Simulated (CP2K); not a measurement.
Crystal: MgO.

```
Mg O
1.0
     2.96561    0.00000    0.00000
     1.48280    2.56829    0.00000
     1.48280    0.85610    2.42141
Mg O
1 1
Direct
  0.00000 0.00000 0.00000
  0.50000 0.50000 0.50000
```

The cell is a database's computed one.

Base run:

| Property | Result |
| --- | --- |
| Program | CP2K 2026.2 |
| Functional | PBE |
| Dispersion | D4 |
| Potentials or basis | POTENTIAL_UZH Mg GTH-PBE-q10, O GTH-PBE-q6; TZVP-MOLOPT-PBE-GTH basis |
| Density cutoff | 19048 eV |
| k mesh | 11 × 11 × 11 |
| Occupations | fermi-dirac, width 0.05 eV |
| Spin | no spin polarisation |

Its results: band gap on the k mesh 4.82 eV, direct; pressure 7.7 GPa.

Problem. The run is repeated on the same cell with these changes: dispersion from D4 to D2. What comes out?

Solution. Band gap on the k mesh 4.82 eV, direct; pressure 4.7 GPa.

Caveats: the basis of atomic orbitals isn't converged, which shifts pressures, moduli and gaps.

